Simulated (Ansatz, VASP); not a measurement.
This is a calculation of HfB for VASP 6.6.1.

File INCAR:

```
SYSTEM = HfB
PREC = Accurate ; ENCUT = 520
EDIFF = 1E-6 ; ISMEAR = -1
SIGMA = 0.05 ; LREAL = .FALSE.
LASPH = .TRUE. ; NELM = 60
ALGO = Normal ; ISIF = 2
LWAVE = .FALSE. ; LCHARG = .TRUE.
GGA = PS ; LELF = .TRUE.
LVHAR = .TRUE. ; NBANDS = 14
```

KPOINTS

```
regular mesh
0
G
  10 10 10
  0 0 0
```

The input POSCAR:

```
HfB
1.0
    0.0000000000      2.2944961772      2.2944961772
    2.2944961772      0.0000000000      2.2944961772
    2.2944961772      2.2944961772      0.0000000000
Hf B
1 1
Direct
    0.5000000000      0.5000000000      0.5000000000
    0.0000000000      0.0000000000      0.0000000000
```

Potentials or basis: VASP PAW PBE potentials, release 64 (Hf_pv, B).

The run is started by

```sh
$ cat potpaw_PBE.64/Hf_pv/POTCAR potpaw_PBE.64/B/POTCAR > POTCAR
$ mpirun -np 1 vasp_std > vasp.out
```

**Question.** Set up the same calculation for Ansatz 0.2.0. Potentials there: all-electron LAPW, scalar-relativistic.

**Answer.** As run (the cutoff follows the program's own potentials):

input.yaml

```yaml
crystal:
  lattice:
    - [0.0, 2.2944961772, 2.2944961772]
    - [2.2944961772, 0.0, 2.2944961772]
    - [2.2944961772, 2.2944961772, 0.0]
  atoms:
    - { symbol: Hf, position: [0.5, 0.5, 0.5] }
    - { symbol: B, position: [0.0, 0.0, 0.0] }
kpoints:
  mp_grid: { grid: [10, 10, 10] }
scf:
  occupations: { method: fermi_dirac, width: 0.05 }
hamiltonian:
  xc: pbesol
  pseudopotentials: { kind: all_electron, lapw: { basis_error: 0.0005 } }
output:
  forces: true
  stress: true
  eigenvalues: true
```

Potentials or basis: all-electron LAPW, scalar-relativistic.

Run with:

```bash
$ ansatz run input.yaml --threads 1 --pin off --max-ram 3072MiB --backend cpu --events-out ev --progress --plain --runs-dir out
```

Both were run:

|  | VASP | Ansatz | Ansatz less VASP |
| --- | --- | --- | --- |
| gap on the k mesh at the Fermi level (eV) | none | none | - |
| pressure (GPa) | 30.0 | 28.7 | -1.26 |

A gap of «none» marks a metal or a gap that the smearing closes. Ansatz ran all-electron here, so the differences hold the error of VASP's frozen core and of both bases.

Caveats: so large a pressure means that the cell lies far from this level's equilibrium, or that cutoff or potentials fall short (VASP); the potentials were made for another functional, which shifts forces and pressure (VASP). The runs have no spin-orbit coupling, so splittings on Hf are missing.
